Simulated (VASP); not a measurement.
Wanted: the native input for a VASP 6.6.1 run.

| Item | Value |
| --- | --- |
| Task | single point |
| Functional | PBEsol |
| Potentials or basis | VASP PAW PBE potentials, release 64 (Pd) |
| Cutoff | 520 eV |
| k mesh | 15 × 15 × 15 |
| Occupations | fermi-dirac, width 0.136057 eV |
| Spin | no spin polarisation |
| Dipole correction | no |
| Further INCAR settings | ALGO = Normal; EDIFF = 1e-06; NBANDS = 11 |

The structure of Pd lies in POSCAR:

```
Pd
1.0
   -1.5434338958      1.5434338958      1.5434338958
    1.5434338958     -1.5434338958      1.5434338958
    1.5434338958      1.5434338958     -1.5434338958
Pd
1
Direct
    0.0000000000      0.0000000000      0.0000000000
```

The cell was built by a generator and needn't be a form met in nature.

These files were run (other wordings do the same):

INCAR

```
SYSTEM = Pd
ALGO     = Normal         ! electronic algorithm
EDIFF    = 1E-6           ! SCF threshold, eV
ENCUT    = 520            ! plane-wave cutoff, eV
GGA      = PS             ! functional
ISIF     = 2              ! what is computed and relaxed
ISMEAR   = -1             ! smearing method
LASPH    = .TRUE.         ! aspherical terms in the spheres
LCHARG   = .TRUE.         ! write CHGCAR
LELF     = .TRUE.         ! ELF
LREAL    = .FALSE.        ! projectors in reciprocal space
LVHAR    = .TRUE.       
LWAVE    = .FALSE.        ! write WAVECAR
NBANDS   = 11             ! bands
NELM     = 100            ! most SCF steps
PREC     = Accurate       ! precision mode
SIGMA    = 0.13605693000000002 ! smearing width, eV
```

KPOINTS

```
k-points
0
G
  15 15 15
  0 0 0
```

Potentials or basis: VASP PAW PBE potentials, release 64 (Pd).

The run is started by

```bash
$ cat potpaw_PBE.64/Pd/POTCAR > POTCAR
$ mpirun -np 1 vasp_std > vasp.out
```

Results of the run:

```
Pressure               : -0.5 GPa
Band gap on the k mesh : none (metal or under the smearing width)
```

Caveat: the PAW data sets were made with another functional, which shifts forces and pressure a little.

Wall time 12 s on 1 thread of Intel(R) Xeon(R) Platinum 8559C (Emerald Rapids), on a shared host, peak memory 0.13 GiB.
